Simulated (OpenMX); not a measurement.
## Ag: equation of state with PBE

Crystal: Ag.

```xyz
1
Lattice="-1.6557 1.6557 1.6557 1.6557 -1.6557 1.6557 1.6557 1.6557 -1.6557" Properties=species:S:1:pos:R:3 pbc="T T T"
Ag    0.0000    0.0000    0.0000
```

This isn't the form of Ag at room conditions, which is fcc.

```
Program             : OpenMX 3.8.5
Task                : equation of state
Functional          : PBE
Potentials or basis : OpenMX 2013 PBE set, Ag7.0-s3p2d2, fixed grid of 28 × 28 × 28 points
k mesh              : 11 × 11 × 11
Occupations         : fermi-dirac, width 0.05 eV
Spin                : no spin polarisation
```

```yaml
Equilibrium_volume: 18.49 Å³/atom
Bulk_modulus: 87 GPa
Pressure_derivative_of_the_bulk_modulus: "6.2 (rough: it moves with the points fitted)"
```

Energy against volume, from the lowest point:
| volume (Å³/atom) | energy (meV/atom) |
| --- | --- |
| 17.065 | 35.75 |
| 17.428 | 18.88 |
| 17.791 | 7.60 |
| 18.154 | 1.57 |
| 18.517 | 0.00 |
| 18.880 | 2.04 |
| 19.243 | 7.54 |

Caveat: volumes in these bases differ from converged ones by about 1 %, for some elements by several; the basis of atomic orbitals isn't converged, which shifts pressures, moduli and gaps.
